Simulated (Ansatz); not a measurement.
**MgI2: frozen-core PAW against all-electron methods**

```
Mg I
1.0
     4.15370    0.00000    0.00000
    -2.07685    3.59721    0.00000
     0.00000    0.00000    6.72476
Mg I
1 2
Cartesian
  0.0000 0.0000 0.0000
  0.0000 2.3981 5.0949
  2.0769 1.1991 1.6299
```

Atoms are numbered in the order listed.

The structure is an experimental refinement, used without relaxation. The listed cell was then made from it by scaling, straining or moving an atom.

Spin–orbit coupling is left out, though it moves levels of the heavy atoms by tenths of an eV or more.

Methods: DFT, PBEsol, PAW with Ansatz's default frozen-core files, scalar-relativistic (Ansatz 0.2.0); DFT, PBEsol, all-electron PAW with datasets made for the crystal, scalar-relativistic (Ansatz 0.2.0); DFT, PBEsol, all-electron LAPW, scalar-relativistic (Ansatz 0.2.0).

For PAW: a Γ-centred 7×7×4 k mesh, Fermi–Dirac smearing of 0.03 eV, cutoff 420 eV, no spin polarisation; the PAW files were made with PBE, and the program remakes their frozen cores for this functional. The crystal-made all-electron datasets (AE datasets) take a cutoff of 260 eV at this cell. LAPW targets a basis error of 1 meV/atom. The Ansatz runs share mesh, smearing and spin set-up. Plane-wave (PAW) pressures include the program's estimate of the Pulay term.

Stress and pressure are positive in compression.

No spin–orbit coupling: at heavy atoms the gradients can be off by tens of per cent for that reason.

| quantity | PAW | AE datasets | LAPW |
| --- | --- | --- | --- |
| pressure (GPa) | 0.42 | 0.42 | 0.42 |
| stress xx (GPa) | 0.11 | 0.10 | 0.11 |
| stress zz (GPa) | 1.05 | 1.04 | 1.05 |
| force on I2, z (eV/Å) | -0.115 | -0.114 | -0.114 |
| band gap (eV) | 3.377 | 3.379 | 3.378 |
| largest principal field gradient Vzz at Mg1 (10²¹ V/m²) | 0.06 | 0.06 | – |
| largest principal field gradient Vzz at I2 (10²¹ V/m²) | -6.86 | -6.89 | – |

PAW's pressure differs from the LAPW value by about 0.01 GPa or less. Datasets made for the crystal and LAPW share parts of one code, so their agreement isn't an independent check.
